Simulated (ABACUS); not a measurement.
# Sb (P-1) in ABACUS: further runs

The runs below take Sb through single point, with LDA, PBEsol, SCAN, r2SCAN.

Everything below comes from runs of ABACUS 3.10.1. Logs are shortened: lines on timing, memory, paths and dates and some standing lists are left out, and cuts for length are marked.

### Step 1. Starting point

The typed cell holds 1 atom: a = 3.520 Å, b = 3.489 Å, c = 3.551 Å, α = 126.62°, β = 127.33°, γ = 78.30°.

This isn't the form of Sb at room conditions, which is rhombohedral.

### Step 2. Single point, LDA

INPUT

```
INPUT_PARAMETERS
suffix              Sb
calculation         scf
basis_type          pw
pseudo_dir          ./
symmetry            1
dft_functional      pz
ecutwfc             81
pseudo_rcut         7
nspin               1
nbands              18
ks_solver           dav
smearing_method     fd
smearing_sigma      0.00367493
scf_thr             1e-08
scf_nmax            100
mixing_type         broyden
mixing_beta         0.7
cal_force           1
cal_stress          1
out_chg             1
out_pot             2
out_elf             1
```

STRU

```
ATOMIC_SPECIES
Sb 121.7600 Sb_ONCV_PBE-1.2.upf

LATTICE_CONSTANT
1.8897261246

LATTICE_VECTORS
-1.5948718800 1.5512544700 2.7276667100
1.5472171300 -1.5649253900 2.7079107700
1.6154168300 1.5854703400 -2.7356140700

ATOMIC_POSITIONS
Direct

Sb
0.0
1
0.0000000000 0.0000000000 0.0000000000 1 1 1
```

KPT

```
K_POINTS
0
Gamma
7 7 8 0 0 0
```

Potentials or basis: SG15 ONCV 1.2 PBE, plane waves.

The run is started by

```console
OMP_NUM_THREADS=1 mpirun -np 4 abacus > log
```

running log:

```text
ABACUS v3.10.1

               Atomic-orbital Based Ab-initio Computation at UStc

 ------------------------------------------------------------------------------------

 READING GENERAL INFORMATION
                           global_out_dir = OUT.Sb/
                           global_in_card = INPUT
                               pseudo_dir = ./
                              orbital_dir =
                                    DSIZE = 4
                                    GSIZE = 1

 READING UNITCELL INFORMATION
                                    ntype = 1
                  lattice constant (Bohr) = 1.88973
              lattice constant (Angstrom) = 1

 READING ATOM TYPE 1
                               atom label = Sb
                      L=0, number of zeta = 1
                      L=1, number of zeta = 1
                      L=2, number of zeta = 1
             number of atom for this type = 1

                        TOTAL ATOM NUMBER = 1
DIRECT COORDINATES
    atom                   x                   y                   z     mag                  vx                  vy                  vz
taud_Sb1            0.0000000000        0.0000000000        0.0000000000  0.0000        0.0000000000        0.0000000000        0.0000000000

                          Volume (Bohr^3) = 181.921
                             Volume (A^3) = 26.9579

 Lattice vectors: (Cartesian coordinate: in unit of a_0)
             -1.59487            +1.55125            +2.72767
             +1.54722            -1.56493            +2.70791
             +1.61542            +1.58547            -2.73561
 Reciprocal vectors: (Cartesian coordinate: in unit of 2 pi/a_0)
         -0.000455535           +0.319275           +0.184772
            +0.317838         -0.00160861           +0.186756
            +0.314166           +0.316755         +0.00355101
 The esolver type has been set to : ksdft_pw

                PAO radial cut off (Bohr) = 7

 Read in pseudopotential file is Sb_ONCV_PBE-1.2.upf
                     pseudopotential type = NC
          exchange-correlation functional = PBE
                 nonlocal core correction = 0
                        valence electrons = 15
                                     lmax = 2
                           number of zeta = 0
                     number of projectors = 6
                           L of projector = 0
                           L of projector = 0
                           L of projector = 1
                           L of projector = 1
                           L of projector = 2
                           L of projector = 2
 XC functional updated to : pz
          exchange-correlation functional = PZ
     initial pseudo atomic orbital number = 0

 SETUP THE ELECTRONS NUMBER
            electron number of element Sb = 15
      total electron number of element Sb = 15
            AUTOSET number of electrons:  = 15
                           occupied bands = 8
                                   NBANDS = 18
                                   NLOCAL = 9

[... 158 lines left out ...]
        2             92            872
        3             93            872
        4             93            872
 --------------- sum -------------------
        4            371           3489

 SETUP NONLOCAL PSEUDOPOTENTIALS IN PLANE WAVE BASIS
 Sb non-local projectors:
 projector 1 L=0
 projector 2 L=0
 projector 3 L=1
 projector 4 L=1
 projector 5 L=2
 projector 6 L=2
      TOTAL NUMBER OF NONLOCAL PROJECTORS = 18

 Init Non-Local PseudoPotential table :
 Init Non-Local-Pseudopotential done.

                                     npwx = 573

 -------------------------------------------
 SELF-CONSISTENT
 -------------------------------------------
                                 init_chg = atomic

 PW ALGORITHM --------------- ION=   1  ELEC=   1--------------------------------
 Notice: Threshold on eigenvalues was too large.
 hsover_error=0.15 > DRHO=0.00852801
 Origin diag ethr = 0.01
 New diag ethr = 5.68534e-05

 Density error is 0.00842971379484
                          Error Threshold = 5.68534306896e-05
----------------------------------------------------------
     Energy           Rydberg                 eV
----------------------------------------------------------
 E_KohnSham     -140.7994058996      -1915.6741952498
 E_Harris       -141.4854155969      -1925.0078360165
 E_Fermi        1.0335331540         14.0619399669
----------------------------------------------------------
[... 39 lines left out ...]
 Density error is 7.14131238497e-09
                          Error Threshold = 4.65157578448e-10
----------------------------------------------------------
     Energy           Rydberg                 eV
----------------------------------------------------------
 E_KohnSham     -140.8005904623      -1915.6903120515
 E_KS(sigma->0) -140.8003070352      -1915.6864558287
 E_Harris       -140.8004571406      -1915.6884981174
 E_band         -7.7705053635        -105.7231492833
 E_one_elec     -34.0252747316       -462.9376123656
 E_Hartree      23.3625762287        317.8641566694
 E_xc           -15.6254707558       -212.5954362114
 E_Ewald        -114.5118543494      -1558.0137076984
 E_entropy(-TS) -0.0005668541        -0.0077124455
 E_descf        0.0000000000         0.0000000000
 E_exx          0.0000000000         0.0000000000
 E_Fermi        1.0241188650         13.9338519927
----------------------------------------------------------

 charge density convergence is achieved
 final etot is -1915.6903121 eV
 EFERMI = 13.933851993 eV
The vacuum level is 15.045458606 eV

 STATE ENERGY(eV) AND OCCUPATIONS    NSPIN == 1
 1/197 kpoint (Cartesian) = 0.0000 0.0000 0.0000 (560 pws)
       1       -14.9572     0.00510204
       2       -14.9130     0.00510204
       3       -14.8718     0.00510204
       4       -14.8699     0.00510204
       5       -14.8060     0.00510204
       6       0.976025     0.00510204
[... 98 lines left out ...]
       5       -14.8178      0.0102041
       6        2.00201      0.0102041
[... 10 lines left out ...]
      17        32.8863        0.00000
      18        34.2625        0.00000

[... levels at 191 further k points ...]

------------------------------------------------------------------------------------------
 TOTAL-FORCE (eV/Angstrom)
------------------------------------------------------------------------------------------
                       Sb1         0.0000000000         0.0000000000         0.0000000000
------------------------------------------------------------------------------------------

----------------------------------------------------------------
 TOTAL-STRESS (KBAR)
----------------------------------------------------------------
       -36.4966676731         7.4219365816        -9.0904029074
         7.4219365816       -31.8152475865        -6.8664560533
        -9.0904029074        -6.8664560533       -35.4432008423
----------------------------------------------------------------
 TOTAL-PRESSURE: -34.585039 KBAR

 --------------------------------------------
 !FINAL_ETOT_IS -1915.6903120514734837 eV
 --------------------------------------------
```

Wall time 28 s (4 MPI ranks of Intel Xeon 6975P-C (Granite Rapids), shared host); peak memory 0.36 GiB.

What came out:

```
Free energy            : -1915.6903 eV
Pressure               : -3.5 GPa
Band gap on the k mesh : none (metal or under the smearing width)
```

Caveat: the potentials were made for another functional, which shifts forces and pressure. Spin-orbit coupling is left out, which matters for the levels of Sb.

### Step 3. Single point, PBEsol

INPUT, as its differences from that of step 2:

```diff
@@ -6,3 +6,3 @@
 symmetry            1
-dft_functional      pz
+dft_functional      pbesol
 ecutwfc             81
@@ -21,3 +21,2 @@
 out_chg             1
-out_pot             2
-out_elf             1
+kpar                4
```

STRU is that of step 2.

KPT is that of step 2.

Potentials or basis: SG15 ONCV 1.2 PBE, plane waves.

The run is started by

```console
OMP_NUM_THREADS=1 mpirun -np 4 abacus > log
```

running log:

```text
ABACUS v3.10.1

               Atomic-orbital Based Ab-initio Computation at UStc

 ------------------------------------------------------------------------------------

 READING GENERAL INFORMATION
                           global_out_dir = OUT.Sb/
                           global_in_card = INPUT
                               pseudo_dir = ./
                              orbital_dir =
                                    DSIZE = 4
                                    GSIZE = 1

 READING UNITCELL INFORMATION
                                    ntype = 1
                  lattice constant (Bohr) = 1.88973
              lattice constant (Angstrom) = 1

 READING ATOM TYPE 1
                               atom label = Sb
                      L=0, number of zeta = 1
                      L=1, number of zeta = 1
                      L=2, number of zeta = 1
             number of atom for this type = 1

                        TOTAL ATOM NUMBER = 1
DIRECT COORDINATES
    atom                   x                   y                   z     mag                  vx                  vy                  vz
taud_Sb1            0.0000000000        0.0000000000        0.0000000000  0.0000        0.0000000000        0.0000000000        0.0000000000

                          Volume (Bohr^3) = 181.921
[... 276 lines left out ...]
----------------------------------------------------------
 E_KohnSham     -140.8597068888      -1916.4946322973
 E_KS(sigma->0) -140.8594247800      -1916.4907940109
 E_Harris       -140.8596862381      -1916.4943513301
 E_band         -7.7611990122        -105.5965298773
 E_one_elec     -34.0550491550       -463.3427141784
 E_Hartree      23.4036669180        318.4232241785
 E_xc           -15.6959060848       -213.5537580262
 E_Ewald        -114.5118543494      -1558.0137076984
 E_entropy(-TS) -0.0005642175        -0.0076765728
 E_descf        0.0000000000         0.0000000000
 E_exx          0.0000000000         0.0000000000
 E_Fermi        1.0379775617         14.1224092358
----------------------------------------------------------

 charge density convergence is achieved
 final etot is -1916.4946323 eV
 EFERMI = 14.122409236 eV

 STATE ENERGY(eV) AND OCCUPATIONS    NSPIN == 1
 1/50 kpoint (Cartesian) = 0.0000 0.0000 0.0000 (2237 pws)
       1       -15.0299     0.00510204
       2       -14.9914     0.00510204
       3       -14.9506     0.00510204
       4       -14.9492     0.00510204
       5       -14.8853     0.00510204
       6        1.15368     0.00510204
[... 98 lines left out ...]
       5       -14.8968      0.0102041
       6        2.18071      0.0102041
[... 10 lines left out ...]
      17        33.0094        0.00000
      18        34.4112        0.00000

[... levels at 44 further k points ...]

------------------------------------------------------------------------------------------
 TOTAL-FORCE (eV/Angstrom)
------------------------------------------------------------------------------------------
                       Sb1         0.0000000000         0.0000000000         0.0000000000
------------------------------------------------------------------------------------------

----------------------------------------------------------------
 TOTAL-STRESS (KBAR)
----------------------------------------------------------------
       -14.3114060991         7.9702331807        -8.2909606859
         7.9702331807        -8.8051937212        -6.4115454240
        -8.2909606859        -6.4115454240       -20.5654129542
----------------------------------------------------------------
 TOTAL-PRESSURE: -14.560671 KBAR

 --------------------------------------------
 !FINAL_ETOT_IS -1916.4946322973185033 eV
 --------------------------------------------
```

stdout:

```text
ABACUS v3.10.1

               Atomic-orbital Based Ab-initio Computation at UStc

 dft_functional readin is: pbesol
 dft_functional in pseudopot file is: PBE
 Please make sure this is what you need

[... 29 lines left out ...]
 DA4     -1.91649463e+03  -7.66399502e-06   7.3670e-08   2.84
 DA5     -1.91649463e+03  -5.16954212e-07   6.6029e-09   4.14
----------------------------------------------------------------
 TOTAL-STRESS (KBAR)
----------------------------------------------------------------
       -14.3114060991         7.9702331807        -8.2909606859
         7.9702331807        -8.8051937212        -6.4115454240
        -8.2909606859        -6.4115454240       -20.5654129542
----------------------------------------------------------------
 TOTAL-PRESSURE: -14.560671 KBAR
```

Run time: 24 s. Hardware: 4 MPI ranks of Intel Xeon 6975P-C (Granite Rapids), shared host; peak memory 0.4 GiB.

What came out:

* Free energy: -1916.4946 eV
* Pressure: -1.5 GPa
* Band gap on the k mesh: none (metal or under the smearing width)

Stress tensor (GPa, compression positive):
```
-1.43  0.80 -0.83
 0.80 -0.88 -0.64
-0.83 -0.64 -2.06
```

Levels at points of the mesh, in eV from the Fermi level:
```tsv
k point	band 6	band 7	band 8	band 9	band 10	band 11
(0.00, 0.00, 0.00)	-12.97	4.59	5.34	5.57	9.82	10.97
(0.00, 0.00, 0.50)	-6.67	-4.49	-0.99	0.71	3.51	4.46
```

Caveat: the potentials were made for another functional, which shifts forces and pressure. The run has no spin-orbit coupling, so splittings on Sb are missing.

### Step 4. Single point, SCAN

INPUT, as its differences from that of step 3:

```diff
@@ -6,3 +6,3 @@
 symmetry            1
-dft_functional      pbesol
+dft_functional      scan
 ecutwfc             81
@@ -20,3 +20,5 @@
 cal_stress          1
+mixing_tau          1
 out_chg             1
-kpar                4
+out_pot             2
+out_elf             1
```

STRU is that of step 3.

KPT is that of step 3.

The run is started by

```console
OMP_NUM_THREADS=1 mpirun -np 4 abacus > log
```

Run time: 2.7 min. Hardware: 4 MPI ranks of Intel Xeon 6975P-C (Granite Rapids), shared host; peak memory 0.36 GiB.

The run converged. Its results:

```yaml
Free_energy: -1910.5250 eV
Pressure: -0.2 GPa
Band_gap_on_the_k_mesh: none (metal or under the smearing width)
```

Stress tensor (GPa, compression positive):
```
-0.94  0.55 -1.19
 0.55 -0.56 -0.88
-1.19 -0.88  0.92
```

Levels at points of the mesh, in eV from the Fermi level:
| k point | band 5 | band 6 | band 7 | band 8 | band 9 | band 10 | band 11 | band 12 |
| --- | --- | --- | --- | --- | --- | --- | --- | --- |
| (0.00, 0.00, 0.00) | -28.52 | -13.60 | 4.53 | 5.41 | 5.64 | 10.58 | 12.01 | 12.04 |
| (0.00, 0.00, 0.50) | -28.44 | -7.00 | -4.77 | -1.19 | 0.71 | 4.31 | 5.13 | 17.03 |

Caveat: the potentials were made for another functional, which shifts forces and pressure. Spin-orbit coupling is left out, which matters for the levels of Sb.

[end of part 1 of 2]
